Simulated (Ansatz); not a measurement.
# Te (bcc type): the cost of one run

Method: DFT, PBE, all-electron LAPW, scalar-relativistic, in Ansatz 0.2.0.

## (1) The system as given

Symmetry: Im-3m, No. 229, cubic system. The conventional cell has a = 3.607 Å, b = 3.607 Å, c = 3.607 Å, α = 90.00°, β = 90.00°, γ = 90.00°. Te (site symmetry m-3m) is surrounded by 8 Te at 3.12 Å.

As a file:

```cif
data_structure
_symmetry_space_group_name_H-M 'P 1'
_symmetry_Int_Tables_number 1
_cell_length_a 3.1235
_cell_length_b 3.1235
_cell_length_c 3.1235
_cell_angle_alpha 109.471
_cell_angle_beta 109.471
_cell_angle_gamma 109.471
_cell_volume 23.46
loop_
_atom_site_label
_atom_site_type_symbol
_atom_site_fract_x
_atom_site_fract_y
_atom_site_fract_z
_atom_site_occupancy
Te1 Te 0.00000 0.00000 0.00000 1
```

## (2) Bcc relaxed under pressure, LAPW

Contents of input.yaml:

```yaml
crystal:
  lattice:
    - [-1.8033454686, 1.8033454686, 1.8033454686]
    - [1.8033454686, -1.8033454686, 1.8033454686]
    - [1.8033454686, 1.8033454686, -1.8033454686]
  atoms:
    - { symbol: Te, position: [0.0, 0.0, 0.0] }
kpoints:
  mp_grid: { grid: [15, 15, 15] }
scf:
  occupations: { method: fermi_dirac, width: 0.05 }
hamiltonian:
  xc: pbe
  pseudopotentials: { kind: all_electron, lapw: { basis_error: 0.0005 } }
output:
  forces: true
  stress: true
  eigenvalues: true
relax:
  f_tol: 0.005
  max_steps: 12
  cell: { p_target: 17.0, stress_tol: 0.03 }
```

Launch:

```console
$ ansatz run input.yaml --threads 1 --pin off --max-ram 3584MiB --backend cpu --events-out ev --progress --plain --runs-dir out
```

What time and memory should one allow on 1 thread of Intel Xeon Platinum 8259CL at 2.50GHz (Skylake/Cascade Lake), shared host?

About 17 s, with a peak of 0.35 GiB.
